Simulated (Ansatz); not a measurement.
# AlAs: the cost of one run

Program: Ansatz 0.2.0. Level of theory: DFT PBE, scalar-relativistic, plane waves, PAW. These are calculated values, not measurements.

1 further run of the same task is left out (set aside as unsound or not needed).

**1. The system as given**

Symmetry: F-43m, No. 216, cubic system. The conventional cell has a = 5.728 Å, b = 5.728 Å, c = 5.728 Å, α = 90.00°, β = 90.00°, γ = 90.00°. Al (site symmetry -43m) has 4 As at 2.48 Å as nearest neighbours. Around As (site symmetry -43m) lie 4 Al at 2.48 Å.

Coordinates:

```
CELL_PARAMETERS angstrom
0.00000 2.86396 2.86396
2.86396 0.00000 2.86396
2.86396 2.86396 0.00000
ATOMIC_POSITIONS crystal
Al 0.00000 0.00000 0.00000
As 0.75000 0.75000 0.75000
```

It goes back to an entry of the Materials Project.

This cell was relaxed beforehand with the same method: volume 23.49 Å³/atom, gap on the mesh 1.50 eV.

The host's static dielectric tensor, from an earlier linear-response run, has a mean of 11.56.

**2. Host supercell without the defect**

The input, input.yaml:

```yaml
crystal:
  lattice:
    - [5.727912321, 5.727912321, 5.727912321]
    - [-5.727912321, 5.727912321, -5.727912321]
    - [-5.727912321, -5.727912321, 5.727912321]
  atoms:
    - { symbol: Al, position: [0.5, 0.75, 0.75] }
    - { symbol: Al, position: [0.5, 0.5, 0.0] }
    - { symbol: Al, position: [0.75, 0.5, 0.75] }
    - { symbol: Al, position: [0.5, 0.25, 0.25] }
    - { symbol: Al, position: [0.75, 0.25, 0.0] }
    - { symbol: Al, position: [0.0, 0.25, 0.75] }
    - { symbol: Al, position: [0.5, 0.0, 0.5] }
    - { symbol: Al, position: [0.75, 0.0, 0.25] }
    - { symbol: Al, position: [0.0, 0.0, 0.0] }
    - { symbol: Al, position: [0.25, 0.0, 0.75] }
    - { symbol: Al, position: [0.75, 0.75, 0.5] }
    - { symbol: Al, position: [0.0, 0.75, 0.25] }
    - { symbol: Al, position: [0.25, 0.75, 0.0] }
    - { symbol: Al, position: [0.0, 0.5, 0.5] }
    - { symbol: Al, position: [0.25, 0.5, 0.25] }
    - { symbol: Al, position: [0.25, 0.25, 0.5] }
    - { symbol: As, position: [0.75, 0.0, 0.0] }
    - { symbol: As, position: [0.75, 0.75, 0.25] }
    - { symbol: As, position: [0.0, 0.75, 0.0] }
    - { symbol: As, position: [0.75, 0.5, 0.5] }
    - { symbol: As, position: [0.0, 0.5, 0.25] }
    - { symbol: As, position: [0.25, 0.5, 0.0] }
    - { symbol: As, position: [0.75, 0.25, 0.75] }
    - { symbol: As, position: [0.0, 0.25, 0.5] }
    - { symbol: As, position: [0.25, 0.25, 0.25] }
    - { symbol: As, position: [0.5, 0.25, 0.0] }
    - { symbol: As, position: [0.0, 0.0, 0.75] }
    - { symbol: As, position: [0.25, 0.0, 0.5] }
    - { symbol: As, position: [0.5, 0.0, 0.25] }
    - { symbol: As, position: [0.25, 0.75, 0.75] }
    - { symbol: As, position: [0.5, 0.75, 0.5] }
    - { symbol: As, position: [0.5, 0.5, 0.75] }
basis:
  ecutwfc: 420
  xc_grid: 2
kpoints:
  mp_grid: { grid: [2, 2, 2], shift: [0.0, 0.0, 0.0] }
hamiltonian:
  xc: pbe
scf:
  occupations: { method: gaussian, width: 0.01 }
output:
  forces: true
  stress: true
  eigenvalues: true
```

Command:

```bash
ansatz run input.yaml --threads 4 --pin off --max-ram 8192MiB --backend cpu --events-out ev --progress --plain --runs-dir out
```

Q: Estimate wall time and peak memory on 4 threads of Intel Xeon Platinum 8259CL at 2.50GHz (Skylake/Cascade Lake), shared host.

About 11 s, with a peak of 2.2 GiB.
